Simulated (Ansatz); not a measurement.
## Bi under changes of volume

One of the cells (35.070 Å³/atom); the others are scaled copies at fixed shape and fractional positions:

```xyz
2
Lattice="2.2675 1.3091 3.9380 -2.2675 1.3091 3.9380 0.0000 -2.6183 3.9380" Properties=species:S:1:pos:R:3 pbc="T T T"
Bi    0.0000    0.0000    9.0495
Bi    0.0000    0.0000    2.7645
```

| Property | Result |
| --- | --- |
| Program | Ansatz 0.2.0 |
| Functional | PBEsol |
| Potentials or basis | Ansatz PAW |
| Cutoff | 420 eV (not typed: the program's choice for these potentials) |
| k mesh | 7 × 7 × 7 |
| Occupations | fermi-dirac, width 0.05 eV |
| Spin | no spin polarisation |

```tsv
volume (Å³/atom)	energy over the lowest point (meV/atom)	pressure (GPa)	gap on the mesh (eV)	largest force (eV/Å)
32.965	16.67	3.1	0.29	0.433
33.667	6.00	1.8	0.28	0.324
34.368	0.63	0.7	0.27	0.224
35.070	0.00	-0.4	0.26	0.129
35.771	3.59	-1.3	0.25	0.041
36.472	?	?	?	?
37.174	21.67	-2.8	0.24	0.118
```

**Question.** What does the run at 36.472 Å³/atom give?

**Answer.** Energy over the lowest point 10.95 meV/atom; pressure -2.1 GPa; gap on the mesh 0.24 eV; largest force 0.041 eV/Å.

Worked out: A Birch-Murnaghan fit of order 3 (a polynomial in V^(-2/3)) to the other rows has its minimum at 34.82 Å³/atom with B0 = V·E''(V) = 50 GPa and B' = 4.6 at fixed shape and positions, which overstates the stiffness. It gives 10.94 meV/atom at 36.472 Å³/atom, against the run's 10.95, and -dE/dV = -2.1 GPa, against -2.1. A straight line through the other rows of the gap, of slope -0.429 eV per unit of ln V, gives 0.24 eV, against the run's 0.24.

Energies are extrapolated to zero smearing.

Caveats: odd divisions of the mesh miss points on the zone boundary, where band edges often lie, so the gap on the mesh can be too wide; spin-orbit coupling is left out, which as a rule narrows the gap of such compounds by several tenths of an eV; the PAW data sets come from PBE, with cores solved anew for the run's functional, which leaves a small shift of forces and pressure.

A mesh can miss the band edges.
